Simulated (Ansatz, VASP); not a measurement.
Given: the input of a run of VASP 6.6.1 on Cu.

File INCAR:

```
ALGO = Normal
EDIFF = 1E-7
ENCUT = 520
GGA = PE
ISIF = 2
ISMEAR = -1
LASPH = T
LCHARG = F
LREAL = F
LWAVE = F
NBANDS = 18
NELM = 80
PREC = Accurate
SIGMA = 0.05
```

File KPOINTS:

```
k-points
0
Gamma
  11 11 11
```

File POSCAR:

```
Cu
1.0
    1.1935901047     -3.8952046620      0.0000000000
    1.1935901047      3.8952046620      0.0000000000
    0.0000000000      0.0000000000      2.4249610270
Cu
2
Direct
    0.8661333500      0.1338666500      0.7500000000
    0.1338666500      0.8661333500      0.2500000000
```

Potentials or basis: VASP PAW PBE potentials, release 64 (Cu).

Run with:

```sh
$ cat potpaw_PBE.64/Cu/POTCAR > POTCAR
$ mpirun -np 1 vasp_std > vasp.out
```

Translate it to Ansatz 0.2.0. Potentials there: Ansatz PAW.

As run (the cutoff follows the program's own potentials):

Contents of input.yaml:

```yaml
crystal:
  lattice:
    - [1.1935901047, -3.895204662, 0.0]
    - [1.1935901047, 3.895204662, 0.0]
    - [0.0, 0.0, 2.424961027]
  atoms:
    - { symbol: Cu, position: [0.86613335, 0.13386665, 0.75] }
    - { symbol: Cu, position: [0.13386665, 0.86613335, 0.25] }
hamiltonian:
  xc: pbe
  pseudopotentials: { kind: paw }
kpoints:
  mp_grid: { grid: [11, 11, 11] }
scf:
  occupations: { method: fermi_dirac, width: 0.05 }
output:
  forces: true
  stress: true
  eigenvalues: true
```

Potentials or basis: Ansatz PAW.

Run with:

```console
$ ansatz run input.yaml --threads 2 --pin off --max-ram 5120MiB --backend cpu --events-out ev --progress --plain --runs-dir out
```

Both were run:

|  | VASP | Ansatz | Ansatz less VASP |
| --- | --- | --- | --- |
| gap on the k mesh at the Fermi level (eV) | none | none | - |
| pressure (GPa) | 18.6 | 18.1 | -0.49 |
| largest component of the traceless stress (GPa) | 1.00 | 0.98 | -0.018 |
| rms of the force components (eV/Å) | 0.083 | 0.081 | -0.0022 |

Atom by atom the forces differ by 0.002 eV/Å (rms over components). A gap of «none» marks a metal or a gap that the smearing closes. The functional is the same, so the differences come from potentials, cutoffs and numerics. The two sets of potentials don't hold the same shells in valence.
